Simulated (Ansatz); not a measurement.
Ga2O3: comparing deformations

The calculation used DFT PBE, scalar-relativistic, plane waves, PAW (Ansatz 0.2.0). The runs took a 420 eV cutoff, a Γ-centred 10×10×6 mesh and Gaussian smearing (0.05 eV). No spin polarisation. Energies are free energies at this smearing, counted from the undisturbed cell; pressure is positive in compression.

The starting cell (relaxed at this level):

```
Ga O
1.0
     6.22743   -1.54176    0.01149
     6.22743    1.54176    0.01149
    -1.40272    0.00000    5.70769
Ga O
4 6
Direct
  0.08991 0.08991 0.79472
  0.91009 0.91009 0.20528
  0.65850 0.65850 0.31420
  0.34150 0.34150 0.68580
  0.16349 0.16349 0.10921
  0.83651 0.83651 0.89079
  0.17370 0.17370 0.56436
  0.82630 0.82630 0.43564
  0.49602 0.49602 0.25668
  0.50398 0.50398 0.74332
```

The cell is strained by ε times a Voigt pattern (xx, yy, zz, yz, xz, xy; engineering shear) with fractional coordinates fixed. τ = (1/V0) dE/dε comes from the stress tensor. Of each scan, only the three points used here are listed.

```
           pattern        ε  τ (GPa)
(1, 1, 0, 0, 0, 0)  -0.0100    -9.75
(1, 1, 0, 0, 0, 0)   0.0000     0.00
(1, 1, 0, 0, 0, 0)   0.0100     8.94
(0, 0, 1, 0, 0, 0)  -0.0250   -10.39
(0, 0, 1, 0, 0, 0)   0.0000    -0.01
(0, 0, 1, 0, 0, 0)   0.0250     8.72
```

**Question.** Which constants do the scans give, and which deformation costs least for the same size of strain tensor?

**Answer.** The slope dτ/dε at zero (parabola through three points) is pᵀCp: (1, 1, 0, 0, 0, 0) gives C11 + C22 + 2 C12 = 934 GPa; (0, 0, 1, 0, 0, 0) gives C33 = 382 GPa. The size of the strain tensor, ε:ε, is ε² times 2.0, 1.0. Per unit of it the stiffnesses are 467, 382 GPa, so (0, 0, 1, 0, 0, 0) is the softest of these: at ε:ε = (1 %)² the quadratic term costs 1.31 meV/atom against 1.60 for the stiffest. These are clamped-ion values.

Forces appear on the atoms along this scan, and letting them relax would lower the energy and soften the response.